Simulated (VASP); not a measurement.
An input for Ansatz (written as the equivalent of a VASP run, and not itself run):

Ansatz 0.2 input:
```yaml
crystal:
  lattice:
    - [4.2610176, 0.0000000, 0.0000000]
    - [-2.1305088, 3.6901493, 0.0000000]
    - [0.0000000, 0.0000000, 29.5819215]
  atoms:
    - { symbol: Sb, position: [0.3333330, 0.6666670, 0.0654828] }
    - { symbol: Sb, position: [0.3333330, 0.6666670, 0.2678512] }
    - { symbol: Sb, position: [1.0000000, 1.0000000, 0.3988158] }
    - { symbol: Sb, position: [0.0000000, 0.0000000, 0.6011842] }
    - { symbol: Sb, position: [0.6666670, 0.3333330, 0.7321488] }
    - { symbol: Sb, position: [0.6666670, 0.3333330, 0.9345172] }
    - { symbol: Te, position: [0.0000000, 0.0000000, 0.0000000] }
    - { symbol: Te, position: [0.0000000, 0.0000000, 0.2107715] }
    - { symbol: Te, position: [0.6666670, 0.3333330, 0.1225615] }
    - { symbol: Te, position: [0.6666670, 0.3333330, 0.3333330] }
    - { symbol: Te, position: [0.6666670, 0.3333330, 0.5441045] }
    - { symbol: Te, position: [0.3333330, 0.6666670, 0.4558955] }
    - { symbol: Te, position: [0.3333330, 0.6666670, 0.6666670] }
    - { symbol: Te, position: [0.3333330, 0.6666670, 0.8774385] }
    - { symbol: Te, position: [1.0000000, 1.0000000, 0.7892285] }
kpoints:
  mp_grid: { grid: [6, 6, 1] }
hamiltonian:
  xc: lda
  pseudopotentials: { kind: paw }
scf:
  occupations: { method: gaussian, width: 0.05 }
  max_iter: 100
relax:
  max_steps: 60
  f_tol: 0.02
  cell: {}
output: { forces: true, stress: true, eigenvalues: true }
```

Question: Write the VASP files for the same calculation (LDA).

Answer: Several could match; the one computed here: 
**POSCAR**
```
Sb2Te3
1.0
  4.2610176272   0.0000000000   0.0000000000
 -2.1305088136   3.6901492910   0.0000000000
  0.0000000000   0.0000000000  29.5819214565
Sb Te
6 9
Cartesian
 -0.0000021305   2.4601007574   1.9371072682
 -0.0000021305   2.4601007574   7.9235529386
  2.1305088136   3.6901492910  11.7977378931
  0.0000000000   0.0000000000  17.7841835634
  2.1305109441   1.2300485336  21.6583685179
  2.1305109441   1.2300485336  27.6448141883
  0.0000000000   0.0000000000   0.0000000000
  0.0000000000   0.0000000000   6.2350252217
  2.1305109441   1.2300485336   3.6256054032
  2.1305109441   1.2300485336   9.8606306249
  2.1305109441   1.2300485336  16.0956558465
 -0.0000021305   2.4601007574  13.4862656100
 -0.0000021305   2.4601007574  19.7212908316
 -0.0000021305   2.4601007574  25.9563160533
  2.1305088136   3.6901492910  23.3468962348
```

KPOINTS:
```
Automatic mesh
0
Gamma
6 6 1
0 0 0
```

**INCAR**
```
ALGO=Normal
EDIFF=1E-6
EDIFFG=-0.02
ENCUT=480
IBRION=2
ISIF=3
ISMEAR=0
LASPH=.True.
LCHARG=.False.
LMAXMIX=4
LREAL=Auto
LWAVE=.False.
NELM=100
NSW=60
PREC=Accurate
SIGMA=0.05
SYSTEM=Sb2Te3
```

POTCAR, in this order: Sb Te (LDA.64 set). Program: vasp_std.

Limits of the translation: each code has its own PAW files, so the cut-off isn't converted (ENCUT is set for VASP's; basis.ecutwfc is left out, and Ansatz then takes the one that its files recommend); Ansatz stops its SCF on the density residual and VASP on the energy change (EDIFF); Ansatz's lda is the Perdew-Wang form, while the LDA potentials of VASP carry Perdew-Zunger's.

The compound is Sb2Te3 in the tetradymite structure. This run relaxes it. Symmetry was kept, so distortions that lower it aren't found. The start is the result of an earlier pass.
